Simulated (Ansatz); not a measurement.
PbSe:

```
Pb Se
1.0
     3.78432    0.00000    0.00000
     0.00000    3.78432    0.00000
     0.00000    0.00000    3.78432
Pb Se
1 1
Cartesian
  0.0000 0.0000 0.0000
  1.8922 1.8922 1.8922
```

Measurements of this composition are mostly on another form, of space group No. 225.

```yaml
Program: Ansatz 0.2.0
Task: relaxation of cell and atoms
Functional: PBE
Dispersion: D3(BJ)
Potentials_or_basis: Ansatz PAW
Cutoff: "420 eV (not typed: the program's choice for these potentials)"
k_mesh: 7 × 7 × 7
Occupations: fermi-dirac, width 0.05 eV
Spin: no spin polarisation
```

At the start: volume 27.10 Å³/atom.

Q: How do energy, volume and symmetry change on relaxing?

A: It ends after 4 steps and the volume is 25.80 Å³/atom (-4.8 %); space group Pm-3m (No. 221, to 0.05 Å).

Step by step:
| step | energy change (eV) | largest force (eV/Å) | volume (Å³) |
| --- | --- | --- | --- |
| 1 | 0.0000 | 0.0000 | 54.20 |
| 2 | -0.0207 | 0.0000 | 51.19 |
| 3 | -0.0211 | 0.0000 | 51.61 |
| 4 | -0.0208 | 0.0000 | 51.61 |

Final structure:
```
Pb Se
1.0
     3.72308    0.00000    0.00000
     0.00000    3.72308    0.00000
     0.00000    0.00000    3.72308
Pb Se
1 1
Direct
  0.00000 0.00000 0.00000
  0.50000 0.50000 0.50000
```

Caveat: the plane-wave basis is chosen anew once the cell has moved, so the energies of steps on either side of that aren't comparable; pairwise dispersion overbinds metals, which lowers pressure and volume.
